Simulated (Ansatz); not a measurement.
Wires are cut from relaxed bulk AlNi (Pm-3m, 12.11 Å³/atom, gap on the mesh 0.00 eV); atoms and period are relaxed, and energies count from that bulk.

Computed with DFT PBE, scalar-relativistic, plane waves, PAW (Ansatz 0.2.0).

Cutoff 420 eV, Gaussian smearing of 0.05 eV, energies at zero smearing, symmetry of each start kept, no spin polarisation.

```csv
start,atoms,k mesh,excess energy (eV per host atom),line energy (eV/Å),period (Å),gap on the mesh (eV),highest filled level or Fermi level under vacuum (eV)
"[111] wire, 8 host atoms a period",8,1×1×11,1.207,2.041,4.730,0,-
"[111] wire, 14 host atoms a period",14,1×1×11,0.884,2.568,4.819,0,4.43
```

Spin polarisation was left out, and a magnetic state may lie lower.

Each run keeps its start's symmetry and one magnetic start, so lower states can exist.

Cost: 2 runs of about 3.8 core-minutes in all, on Intel Xeon 6975P-C (Granite Rapids) (shared hosts).